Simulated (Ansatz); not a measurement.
# SnO: the cost of one run

Computed with Ansatz 0.2.0 (DFT r2SCAN, scalar-relativistic, plane waves, PAW, unless a step's input says otherwise).

### Step 1. The structure to begin with

It takes space group Pmn2_1 (No. 31, orthorhombic). The conventional cell has a = 3.355 Å, b = 5.674 Å, c = 4.222 Å, α = 90.00°, β = 90.00°, γ = 90.00°. Sn (site symmetry m) is surrounded by 3 O at 2.15 to 2.16 Å. O (site symmetry m) is surrounded by 3 Sn at 2.15 to 2.16 Å.

As a file:

```cif
data_structure
_symmetry_space_group_name_H-M 'Pmn2_1'
_symmetry_Int_Tables_number 31
_cell_length_a 3.3550
_cell_length_b 5.6741
_cell_length_c 4.2220
_cell_angle_alpha 90.000
_cell_angle_beta 90.000
_cell_angle_gamma 90.000
_cell_volume 80.37
loop_
_atom_site_label
_atom_site_type_symbol
_atom_site_symmetry_multiplicity
_atom_site_Wyckoff_symbol
_atom_site_fract_x
_atom_site_fract_y
_atom_site_fract_z
_atom_site_occupancy
Sn1 Sn 2 a 0.00000 0.23191 0.51314 1
O1 O 2 a 0.00000 0.89125 0.73686 1
```

The structure comes from the Materials Project (structure only).

(A quick probe on a coarse mesh, which set the mesh and smearing, is not shown.)

### Step 3. Coarse relaxation

input.yaml

```yaml
crystal:
  lattice:
    - [3.355005, 0.0, 0.0]
    - [0.0, 5.674104, 0.0]
    - [0.0, 0.0, 4.22197]
  atoms:
    - { symbol: Sn, position: [0.0, 0.231909, 0.513144] }
    - { symbol: Sn, position: [0.5, 0.768091, 0.013144] }
    - { symbol: O, position: [0.0, 0.89125, 0.736857] }
    - { symbol: O, position: [0.5, 0.10875, 0.236857] }
basis:
  ecutwfc: 500
kpoints:
  mp_grid: { grid: [6, 4, 6] }
hamiltonian:
  xc: r2scan
scf:
  occupations: { method: gaussian, width: 0.1 }
output:
  forces: true
  stress: true
  eigenvalues: true
relax:
  adjacent_minimum: "off"
  f_tol: 0.05
  max_steps: 80
  cell: { stress_tol: 0.5 }
```

Run with:

```
$ ansatz run input.yaml --threads 1 --pin off --max-ram 2560MiB --backend cpu --events-out ev --progress --plain --runs-dir out
```

**Question.** How long does this run take on 1 thread of Arm Neoverse V1, shared host, and how much memory does it need?

About 2 min, with a peak of 0.5 GiB.
